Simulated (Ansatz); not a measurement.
# Al2O3 (R-3c): the host for defect calculations

Before any defect goes in: Al2O3 (R-3c) at rest, and how it screens a charge.

Method: plane-wave PAW DFT, PBEsol; relaxation of the host's cell and atoms, in the first sound run; inputs show where later runs differ, in Ansatz 0.2.0.

## (1) The starting structure

Symmetry: R-3c, No. 167, trigonal system. The conventional cell has a = 4.805 Å, b = 4.805 Å, c = 13.116 Å, α = 90.00°, β = 90.00°, γ = 120.00°. Nearest to Al lie 6 O at 1.87 to 1.99 Å. Nearest to O lie 4 Al at 1.87 to 1.99 Å. Farther neighbours and most contacts between anions are not listed.

## (2) Host cell relaxation

Cell and atoms are relaxed together, until forces and stress fall under their thresholds.

The input, cell/input.yaml:

```yaml
crystal:
  lattice:
    - [2.4025136, 1.3870919, 4.3720844]
    - [-2.4025136, 1.3870919, 4.3720844]
    - [0.0, -2.7741838, 4.3720844]
  atoms:
    - { symbol: Al, position: [0.647904, 0.647904, 0.647904] }
    - { symbol: Al, position: [0.852096, 0.852096, 0.852096] }
    - { symbol: Al, position: [0.147904, 0.147904, 0.147904] }
    - { symbol: Al, position: [0.352096, 0.352096, 0.352096] }
    - { symbol: O, position: [0.4438545, 0.0561455, 0.75] }
    - { symbol: O, position: [0.9438545, 0.25, 0.5561455] }
    - { symbol: O, position: [0.0561455, 0.75, 0.4438545] }
    - { symbol: O, position: [0.75, 0.4438545, 0.0561455] }
    - { symbol: O, position: [0.25, 0.5561455, 0.9438545] }
    - { symbol: O, position: [0.5561455, 0.9438545, 0.25] }
basis:
  ecutwfc: 420
  xc_grid: 2
hamiltonian:
  xc: pbesol
kpoints:
  mp_grid: { grid: [7, 7, 7] }
scf:
  occupations: { method: fixed }
  max_iter: 100
relax:
  f_tol: 0.005
  max_steps: 60
  cell: {}
output:
  forces: true
  stress: true
checkpoint:
  write: "../cell.run"
  compress: false
  write_wavefunctions: false
  write_every: 100000
```

Command:

```console
$ ansatz run input.yaml --threads 8 --pin off --max-ram 22609MiB --backend cpu --events-out ev --progress --plain --runs-dir out
```

Numbers of over 12 decimals in the logs are rounded to 6 here.

Output:

```text
[... repeated set-up lines and file paths are left out, and long positions are rounded to six places ...]
Engine: ansatz 0.2.0, aarch64-unknown-linux-gnu
Pseudopotentials: kind: paw
Pseudopotential: Al, paw, valence charge 3, recommended cutoff 420 eV (normal), Al.paw.azcp
Pseudopotential: O, paw, valence charge 6, recommended cutoff 420 eV (normal), O.paw.azcp
Functional definition: PBEsol
  exchange = pbesol_x
  correlation = pbesol_c
Crystal: 10 atoms, lattice volume = 87.420 Å³
Basis set: ecut = 420 eV, 1707 PW (Γ), exchange–correlation on 72×72×72 points (8 copies of the dense FFT grid, shifted against one another)
Bands: 34, of which v1, the nominal top of the filled ones, is band 24 counted from 1 (23 counted from 0)
Symmetry: 12 space group operations
Space group: R-3c (ITA 167), of the structure as read, at distance tolerance 4.4e-5 Å
k-points: 44 of 343
Non-local potential: Al, projectors of the file, l = 0: 2, l = 1: 2, l = 2: 1
Non-local potential: O, projectors of the file, l = 0: 2, l = 1: 2, l = 2: 1
PAW form: soft (Blöchl's): semilocal exchange-correlation on the pseudo side does not see the compensation charge
PAW frozen core: Al, regenerated for the run's functional, and the local potential with it (the file was generated under x = pbe(κ = 0.804, μ = 0.219515), c = pbe(β = 0.066725))
PAW frozen core: O, regenerated for the run's functional, and the local potential with it (the file was generated under x = pbe(κ = 0.804, μ = 0.219515), c = pbe(β = 0.066725))
PAW one-centre angular grid: Al, 110 points (default); XC on 64 Gauss nodes
PAW one-centre angular grid: O, 110 points (default); XC on 64 Gauss nodes
Initial density: superposition of atomic densities (neutral atoms: chi_scale 0, normalization atom), corrected by the library's trained network
Initial wavefunctions: pseudopotential atomic-orbital guess
Functional: x = pbesol(κ = 0.804, μ = 0.123457), c = pbesol(β = 0.046)
SCF iter   1: F=—  HF=-5478.871218 eV  |F-HF|=—  |Δ(HF+E_count)|=         —  Δρ=1.60e-2  dr2=1.70e-1  ethr=1.77e-3  ⟨swp⟩=5.2  Hψ=5970  notcnv=0  defer=326
preconditioner: auto → Resta (q_TF=auto, 2.469 Å⁻¹)  ε∞=3.6  [insulator: Δε(μ)=5.664 eV  Ē_g=17.047 eV  n_scr=20 (ndim 8)  ℏωp=27.5 eV  f_vac=0.000  ε∞_Penn≈3.6]
SCF iter   2: F=—  HF=-5478.820081 eV  |F-HF|=—  |Δ(HF+E_count)|=   5.11e-2  Δρ=2.05e-3  dr2=1.57e-3  ethr=3.55e-4  ⟨swp⟩=2.6  Hψ=2769  notcnv=0  defer=350
SCF iter   3: F=—  HF=-5478.820249 eV  |F-HF|=—  |Δ(HF+E_count)|=   1.68e-4  Δρ=1.10e-3  dr2=5.56e-4  ethr=3.26e-6  ⟨swp⟩=2.0  Hψ=1737  notcnv=0  defer=308
automatic band count: iteration 3 solves 33 bands in place of 34: the levels show a gap, and the empty bands left out lie too high to hold charge; the band table lists the bands solved (type scf.n_extra_bands for more)
SCF iter   4: F=—  HF=-5478.820319 eV  |F-HF|=—  |Δ(HF+E_count)|=   7.02e-5  Δρ=8.12e-5  dr2=5.01e-6  ethr=1.16e-6  ⟨swp⟩=2.4  Hψ=2173  notcnv=0  defer=300
SCF iter   5: F=—  HF=-5478.820331 eV  |F-HF|=—  |Δ(HF+E_count)|=   1.19e-5  Δρ=1.75e-5  dr2=2.14e-7  ethr=1.04e-8  ⟨swp⟩=2.6  Hψ=2454  notcnv=0  defer=200
SCF iter   6: F=-5478.820331 eV  HF=-5478.820331 eV  |F-HF|=4.58e-9  |Δ(HF+E_count)|=   5.94e-8  Δρ=2.92e-6  dr2=9.98e-9  ethr=2.08e-10  ⟨swp⟩=4.0  Hψ=4531  notcnv=0
SCF 1 converged in 6 iterations: F = -5478.820331 eV  dr2 = 9.98e-9
  greatest PAW one-centre occupation: 0.857 electrons in one spin orbital (limit 2), on the O atom at site 9 (counted from 0), in its partial waves of l = 0
relax step   1: F+E_penalty+E_count = -5478.82033109 eV  Δ(F+E_penalty+E_count) = +0.000e0 eV  max|allowed force component| = 4.971e-2 eV/Å  Δτ_max = 0.0000 Å  P = -4.850 GPa  Ω = 87.420 Å³  (6 SCF iters, dr2 threshold 1.00e-7 eV, accepted)
[... the SCF cycles and remarks between the steps are left out from here to the last step ...]
relax step   2: F+E_penalty+E_count = -5478.84382496 eV  Δ(F+E_penalty+E_count) = -2.349e-2 eV  max|allowed force component| = 2.821e-2 eV/Å  Δτ_max = 0.0021 Å  P = -2.660 GPa  Ω = 86.618 Å³  energy of the carried Pulay correction = +4.597e-3 eV  (5 SCF iters, dr2 threshold 1.00e-6 eV, accepted)
relax step   3: F+E_penalty+E_count = -5478.85709568 eV  Δ(F+E_penalty+E_count) = -1.327e-2 eV  max|allowed force component| = 3.007e-2 eV/Å  Δτ_max = 0.0006 Å  P = +0.049 GPa  Ω = 85.677 Å³  energy of the carried Pulay correction = +1.005e-2 eV  (5 SCF iters, dr2 threshold 1.00e-6 eV, accepted)
relax step   4: F+E_penalty+E_count = -5478.85714019 eV  Δ(F+E_penalty+E_count) = -4.451e-5 eV  max|allowed force component| = 1.533e-2 eV/Å  Δτ_max = 0.0008 Å  P = +0.008 GPa  Ω = 85.686 Å³  energy of the carried Pulay correction = +9.997e-3 eV  (4 SCF iters, dr2 threshold 5.65e-8 eV, accepted)
relax step   5: F+E_penalty+E_count = -5478.85713552 eV  Δ(F+E_penalty+E_count) = +4.671e-6 eV  max|allowed force component| = 4.932e-3 eV/Å  Δτ_max = 0.0007 Å  P = -0.009 GPa  Ω = 85.692 Å³  energy of the carried Pulay correction = +9.965e-3 eV  (4 SCF iters, dr2 threshold 1.47e-8 eV, accepted)
relax step   6: F+E_penalty+E_count = -5478.84826372 eV  Δ(F+E_penalty+E_count) = +8.872e-3 eV  max|allowed force component| = 4.627e-3 eV/Å  Δτ_max = 0.0000 Å  P = -0.205 GPa  Ω = 85.692 Å³  stress off target by 2.09e-1 GPa  SCF on the basis re-selected at this cell (its energy is not comparable with the rows above)  (5 SCF iters)
relax step   7: F+E_penalty+E_count = -5478.84871385 eV  Δ(F+E_penalty+E_count) = -4.501e-4 eV  max|allowed force component| = 2.287e-5 eV/Å  Δτ_max = 0.0003 Å  P = -0.004 GPa  Ω = 85.622 Å³  energy of the carried Pulay correction = +4.012e-4 eV  (4 SCF iters, dr2 threshold 1.09e-7 eV, accepted)
iter 1 solved again at ethr=1.91e-8 eV; its pass at ethr=3.10e-3 eV (dr2=9.16e-6 eV) is discarded
SCF iter   1: F=—  HF=-5478.848232 eV  |F-HF|=—  |Δ(HF+E_count)|=         —  Δρ=1.11e-5  dr2=2.52e-8  ethr=1.91e-8  ⟨swp⟩=3.0  Hψ=9935  notcnv=0  defer=347
SCF iter   2: F=—  HF=-5478.848243 eV  |F-HF|=—  |Δ(HF+E_count)|=   1.03e-5  Δρ=5.10e-6  dr2=7.93e-9  ethr=5.25e-11  ⟨swp⟩=2.0  Hψ=2354  notcnv=0  defer=334
SCF iter   3: F=—  HF=-5478.848243 eV  |F-HF|=—  |Δ(HF+E_count)|=   4.40e-9  Δρ=1.99e-6  dr2=1.46e-9  ethr=1.65e-11  ⟨swp⟩=2.1  Hψ=2149  notcnv=0  defer=334
SCF iter   4: F=—  HF=-5478.848243 eV  |F-HF|=—  |Δ(HF+E_count)|=  8.91e-10  Δρ=3.33e-7  dr2=1.00e-10  ethr=3.04e-12  ⟨swp⟩=3.0  Hψ=2517  notcnv=0  defer=334
SCF iter   5: F=-5478.848243 eV  HF=-5478.848243 eV  |F-HF|=3.64e-12  |Δ(HF+E_count)|=  3.82e-11  Δρ=7.31e-8  dr2=3.20e-12  ethr=1.00e-12  ⟨swp⟩=4.0  Hψ=4574  notcnv=0
SCF 8 converged in 5 iterations: F = -5478.848243 eV  dr2 = 3.20e-12
relax step   8: F+E_penalty+E_count = -5478.84824275 eV  Δ(F+E_penalty+E_count) = +4.711e-4 eV  max|allowed force component| = 4.126e-5 eV/Å  Δτ_max = 0.0000 Å  P = -0.009 GPa  Ω = 85.622 Å³  stress off target by 9.19e-3 GPa  SCF on the basis re-selected at this cell (its energy is not comparable with the rows above)  (5 SCF iters)
basis re-selected at this cell: Δ(F+E_penalty+E_count) = +4.711e-4 eV, ΔP = -0.005 GPa vs the last step (what re-selecting the basis moved, of the pressure what is left beyond the Pulay correction that the steps carried, after the strain that the cell walked [...]
SCF converged after 5 iterations
Free energy (F): -5478.848243 eV
Harris-Foulkes:  -5478.848243 eV  (|F-HF|=3.64e-12)
Internal energy: -5478.848243 eV  (E = F + TS)
E sigma→0 (E₀):  -5478.848243 eV
Fermi energy:    7.540257 eV
--- Per-component energies (eV) ---
  E_band       = 58.003500
  E_kinetic    = 1178.143740
  E_local      = -1978.782719  (includes V_loc(G=0)·N_el)
  E_nonlocal   = 326.503290
  E_hartree    = 728.900893
  E_xc         = -605.825314
  E_vxc        = -692.594705  (∫ρ·V_xc dr)
  E_paw        = -2736.808600  (= ΣΔE_a)
  E_vpaw       = -233.082956  (= ΣTr[D̂ρ^β])
  E_aug_tail   = 0.015146  (compensation charges beyond the density's cutoff)
  E_ewald      = -2391.282962
  E_core_change = 0.288284  (= ΣΔE_core)
  E_smearing   = -0.000000  (= −TS)
  E_closure    = 0.000000  (closes the sum)
  Σ components = -5478.848243   (vs F -5478.848243, Δ=0.00e0)
--- Forces (eV/Å), atoms counted from 1 ---
  atom   1  Al     0.00000000     0.00000000     0.00000657
  atom   2  Al    -0.00000000    -0.00000000    -0.00000657
  atom   3  Al     0.00000000     0.00000000     0.00000657
  atom   4  Al     0.00000000    -0.00000000    -0.00000657
  atom   5  O     -0.00004126    -0.00000000     0.00000000
  atom   6  O     -0.00002063    -0.00003573     0.00000000
  atom   7  O      0.00002063     0.00003573     0.00000000
  atom   8  O      0.00002063    -0.00003573     0.00000000
  atom   9  O     -0.00002063     0.00003573    -0.00000000
  atom  10  O      0.00004126     0.00000000     0.00000000
  max |Σ_I F_I| component: 1.79e-17 eV/Å
--- Stress (GPa, compression-positive) ---
       -0.009185      -0.000000      -0.000000
       -0.000000      -0.009185       0.000000
       -0.000000      -0.000000      -0.007187
  P = ⅓ Tr σ = -0.0085 GPa (-0.085 kbar)
--- Relaxed structure (6 steps of the walk, 6 accepted, 2 SCFs on fresh bases) ---
  F+E_penalty+E_count = -5478.84824275 eV   max|allowed force component| = 4.126e-5 eV/Å   (the final SCF, on the basis selected at the relaxed cell)
  cell:  # Å, volume = 85.6225 Å³
    - [2.386934, 1.378097, 4.338269]
    - [-2.386934, 1.378097, 4.338269]
    - [0, -2.756194, 4.338269]
  atoms:
    - { symbol: Al, position: [0.647921, 0.647921, 0.647921] }
    - { symbol: Al, position: [0.852079, 0.852079, 0.852079] }
    - { symbol: Al, position: [0.147921, 0.147921, 0.147921] }
    - { symbol: Al, position: [0.352079, 0.352079, 0.352079] }
    - { symbol: O, position: [0.444140, 0.055860, 0.75] }
    - { symbol: O, position: [0.944140, 0.250000, 0.555860] }
    - { symbol: O, position: [0.055860, 0.750000, 0.444140] }
    - { symbol: O, position: [0.75, 0.444140, 0.055860] }
    - { symbol: O, position: [0.250000, 0.555860, 0.944140] }
    - { symbol: O, position: [0.555860, 0.944140, 0.250000] }
```

Wall time 22 s (8 threads of Arm Neoverse V2, shared host); peak memory 0.51 GiB; 45 s of CPU time.

Step by step:

| step | energy less that of the first step (eV) | largest force component (eV/Å) | pressure (GPa) | volume (Å³) |
| --- | --- | --- | --- | --- |
| 1 | 0.0000 | 0.0497 | -4.85 | 87.42 |
| 2 | -0.0235 | 0.0282 | -2.66 | 86.62 |
| 3 | -0.0368 | 0.0301 | 0.05 | 85.68 |
| 4 | -0.0368 | 0.0153 | 0.01 | 85.69 |
| 5 | -0.0368 | 0.0049 | -0.01 | 85.69 |
| 6 | -0.0279 | 0.0046 | -0.20 | 85.69 |
| 7 | -0.0284 | 0.0000 | 0.00 | 85.62 |
| 8* | -0.0279 | 0.0000 | -0.01 | 85.62 |

Relaxation steps marked * repeat the geometry before them on a plane-wave basis chosen anew for their cell, so energy and pressure can jump there. The log counts 2 steps on a newly chosen plane-wave basis, not all of them marked here; energy and pressure can jump at such steps.

The run keeps the 12 symmetry operations that it works with, so distortions that break them were not tested.

| conventional cell, symmetrised | before | after | change |
| --- | --- | --- | --- |
| a (Å) | 4.805 | 4.774 | -0.6 % |
| b (Å) | 4.805 | 4.774 | -0.6 % |
| c (Å) | 13.116 | 13.015 | -0.8 % |
| volume (Å³/atom) | 8.74 | 8.56 | -2.1 % |

Numbers from this step:

| Item | Value |
| --- | --- |
| pressure | -0.008519 GPa |

The relaxation ends with a largest force component of 4.1e-5 eV/Å and a pressure of -0.01 GPa.

## (3) Dielectric tensors of the host

The response to a uniform electric field gives the electronic dielectric tensor.

This step: plane-wave PAW DFPT, PBEsol; dielectric tensors, Born charges and zone-centre modes of the host (Ansatz 0.2.0).

The input, eps/input.yaml:

```yaml
crystal:
  lattice:
    - [2.3869337137, 1.3780968221, 4.3382690299]
    - [-2.3869337137, 1.3780968221, 4.3382690299]
    - [0.0, -2.7561936443, 4.3382690299]
  atoms:
    - { symbol: Al, position: [0.6479208861, 0.6479208861, 0.6479208861] }
    - { symbol: Al, position: [0.8520791139, 0.8520791139, 0.8520791139] }
    - { symbol: Al, position: [0.1479208861, 0.1479208861, 0.1479208861] }
    - { symbol: Al, position: [0.3520791139, 0.3520791139, 0.3520791139] }
    - { symbol: O, position: [0.4441402346, 0.0558597654, 0.75] }
    - { symbol: O, position: [0.9441402346, 0.25, 0.5558597654] }
    - { symbol: O, position: [0.0558597654, 0.75, 0.4441402346] }
    - { symbol: O, position: [0.75, 0.4441402346, 0.0558597654] }
    - { symbol: O, position: [0.25, 0.5558597654, 0.9441402346] }
    - { symbol: O, position: [0.5558597654, 0.9441402346, 0.25] }
basis:
  ecutwfc: 420
hamiltonian:
  xc: pbesol
kpoints:
  mp_grid: { grid: [6, 6, 6] }
scf:
  occupations: { method: fixed }
  max_iter: 100
phonons:
  method: dfpt
  dielectric: true
  rigid_motions: translations
```

Output:

```text
[...]
Crystal: 10 atoms, lattice volume = 85.622 Å³
Basis set: ecut = 420 eV, 1653 PW (Γ), exchange–correlation on 72×72×72 points (8 copies of the dense FFT grid, shifted against one another)
Bands: 34, of which v1, the nominal top of the filled ones, is band 24 counted from 1 (23 counted from 0)
Symmetry: 12 space group operations
k-points: 112 of 216 (irreducible under 1 space group operation, time reversal used)
[...]
SCF iter   1: F=—  HF=-5478.899070 eV  |F-HF|=—  |Δ(HF+E_count)|=         —  Δρ=1.61e-2  dr2=1.68e-1  ethr=1.77e-3  ⟨swp⟩=5.1  Hψ=15355  notcnv=0  defer=827
[...]
SCF iter   8: F=-5478.848116 eV  HF=-5478.848116 eV  |F-HF|=9.09e-13  |Δ(HF+E_count)|=  1.20e-10  Δρ=1.02e-7  dr2=7.19e-12  ethr=1.00e-12  ⟨swp⟩=15.5  Hψ=26430  notcnv=0
SCF 1 converged in 8 iterations: F = -5478.848116 eV  dr2 = 7.19e-12
[...]
NSCF: frozen V_eff on 6 k-points
DFPT response loops at Γ: preconditioner auto → none (the input reference at scf.mixing.eps_inf says where Resta's filter doesn't serve); β = 0.50; Broyden in place of MSR1
SCF converged after 8 iterations
Free energy (F): -5478.848116 eV
[...]
Internal energy: -5478.848116 eV  (E = F + TS)
E sigma→0 (E₀):  -5478.848116 eV
Fermi energy:    7.540257 eV
[...]
--- Band table (eV; the first three rows and the last of 112) ---
[...]
[... further k-points left out ...]
--- Phonons (Γ-DFPT): 5 representative perturbations + reference, on 112 of 216 k-points (Σ response iterations 18) ---
  k mesh reduced under 1 symmetry operation, with k and −k counted as one. Each operation leaves every solved perturbation unchanged. A smaller set is not considered because the run solves the response to a homogeneous field
  ASR residual: 4.403e-5 → 0.000e0 eV/Å²; symmetrization residual: 3.577e-5 eV/Å²
  ASR residual per site (eV/Å²): 1.95e-5 1.95e-5 1.95e-5 1.95e-5 4.40e-5 4.40e-5 4.40e-5 4.40e-5 4.40e-5 4.40e-5
  Γ frequencies (cm⁻¹): 0.00 0.00 0.00 297.49 363.68 363.68 376.61 376.61 383.42 405.35 420.41 420.41 424.97 424.97 433.50 433.50 514.15 556.37 556.37 561.85 561.85 567.45 589.11 613.94 613.94 624.27 673.96 729.12 729.12 730.73
  ε∞ (high-frequency dielectric tensor):
        3.295622     0.000000    -0.000000
       -0.000000     3.295622     0.000000
        0.000000     0.000000     3.257177
  ε⁰ (static dielectric tensor: ions relaxed, cell fixed):
        9.716992     0.000000    -0.000000
        0.000000     9.716992    -0.000000
       -0.000000    -0.000000    11.805429
  ε⁰ − ε∞ (ionic part):
        6.421370     0.000000    -0.000000
        0.000000     6.421370    -0.000000
       -0.000000    -0.000000     8.548252
  softest optical mode at Γ: 297.49 cm⁻¹; the repairs (sum rule, projections) moved no ω² at Γ by more than (4.40 cm⁻¹)²
  Born effective charges Z* (e; rows j = field, columns β = displacement):
    site 0:
         2.98076   -0.03049   -0.00000
         0.03049    2.98076    0.00000
         0.00000    0.00000    2.94701
    site 1:
         2.98076    0.03049    0.00000
        -0.03049    2.98076    0.00000
        -0.00000    0.00000    2.94701
    site 2:
         2.98076    0.03049    0.00000
        -0.03049    2.98076    0.00000
        -0.00000    0.00000    2.94701
    site 3:
         2.98076   -0.03049   -0.00000
         0.03049    2.98076    0.00000
         0.00000    0.00000    2.94701
    site 4:
        -2.08820   -0.00000    0.00000
        -0.00000   -1.88614    0.27217
        -0.00000    0.36582   -1.96467
    site 5:
        -1.93666   -0.08749    0.23570
        -0.08749   -2.03769   -0.13608
         0.31681   -0.18291   -1.96467
    site 6:
        -1.93666   -0.08749    0.23570
        -0.08749   -2.03769   -0.13608
         0.31681   -0.18291   -1.96467
    site 7:
        -1.93666    0.08749   -0.23570
         0.08749   -2.03769   -0.13608
        -0.31681   -0.18291   -1.96467
    site 8:
        -1.93666    0.08749   -0.23570
         0.08749   -2.03769   -0.13608
        -0.31681   -0.18291   -1.96467
    site 9:
        -2.08820   -0.00000    0.00000
        -0.00000   -1.88614    0.27217
         0.00000    0.36582   -1.96467
  Z* charge neutrality: 6.913e-5 e pre-enforcement
  k-mesh period / interband length: 28.6 Å / 1.27 Å = 22.49 at k = (0.0000, 0.0000, 0.0000), direct gap 6.030 eV — 14 or more, which is no proof of convergence
  optical modes at Γ without the LO–TO term, one row a degenerate level:
      ω (cm⁻¹)  modes    IR ((D/Å)²/amu)
        297.49      1             0.0000
[...]
optical modes at Γ + LO–TO along q̂ = [1.0000, 0.0000, 0.0000]:
      ω (cm⁻¹)  modes    IR ((D/Å)²/amu)
[...]
optical modes at Γ + LO–TO along q̂ = [0.0000, 1.0000, 0.0000]:
      ω (cm⁻¹)  modes    IR ((D/Å)²/amu)
[...]
optical modes at Γ + LO–TO along q̂ = [0.0000, 0.0000, 1.0000]:
      ω (cm⁻¹)  modes    IR ((D/Å)²/amu)
[...]
433.50      2             0.0000
        487.07      1             2.0577
        514.15      1             0.0000
        556.37      2            81.2406
        561.85      2             0.0000
        589.11      1             0.0000
        613.94      2             7.1723
        624.27      1             0.0000
        673.96      1             0.0000
        729.12      2             0.0000
        730.73      1             0.0000
        850.41      1            62.2010
```

Elapsed: 83 s, on 8 threads; peak memory 1.5 GiB; 6.1 min of CPU time.

Electronic dielectric tensor:

```
3.30 0.00 0.00
0.00 3.30 0.00
0.00 0.00 3.26
```

Static dielectric tensor:

```
 9.72  0.00  0.00
 0.00  9.72  0.00
 0.00  0.00 11.81
```

The principal values of the electronic dielectric tensor are 3.26, 3.30 and 3.30. The principal values of the static dielectric tensor are 9.72, 9.72 and 11.81.

(Part 1 of 3 ends here.)

[Logs are printed without paths, hosts, clocks, repeated set-up lines and the standing remarks that a program may print on its own settings, such as how far it seeks lower states.]

[Hosts, paths, dates, database ids (printed as entryN), source tags and the programs' standing remarks are cut or masked in the printed files.]

[Runs of the host that timed out are not shown.]

[For some hosts the program warned that the k-mesh of the response run may be too coarse for force constants and the static dielectric constant; such warnings are not always shown.]
